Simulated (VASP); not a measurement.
Runs of VASP 6.6.1 on AlP. Symmetry: F-43m, No. 216, cubic system. Conventional cell: a = 5.471 Å, b = 5.471 Å, c = 5.471 Å, α = 90.00°, β = 90.00°, γ = 90.00°. Around Al (site symmetry -43m) lie 4 P at 2.37 Å. Around P (site symmetry -43m) lie 4 Al at 2.37 Å. 

```csv
task,level,cell,k mesh,cutoff (eV),grid for exact exchange (PRECFOCK),exchange at q = 0,screening parameter,gap on the mesh (eV),pressure (GPa)
band structure,PBE0,as given,8 × 8 × 8,520,Fast,truncated,-,(a),-0.2
relaxation of cell and atoms,HSE06,relaxed,6 × 6 × 6,520,Fast,-,0.2 1/A,2.30,0.0
band structure,HSE06,as given,8 × 8 × 8,520,Fast,-,0.2 1/A,2.30,-0.1
relaxation of cell and atoms,PBEsol,relaxed,8 × 8 × 8,600,-,-,-,1.45,0.0
```

Alike in all rows: potentials or basis VASP PAW PBE potentials, release 64 (Al, P); no spin polarisation; smearing gaussian 0.03 eV.

Q: Fill in the values left out.

A: (a) 2.95.

Caveats: the PAW data sets were made with another functional, which shifts forces and pressure a little; the relaxation stopped at its first step, so nothing moved (some runs).

A k mesh can miss the band edges.

Runs at the PBE level aren't shown here.
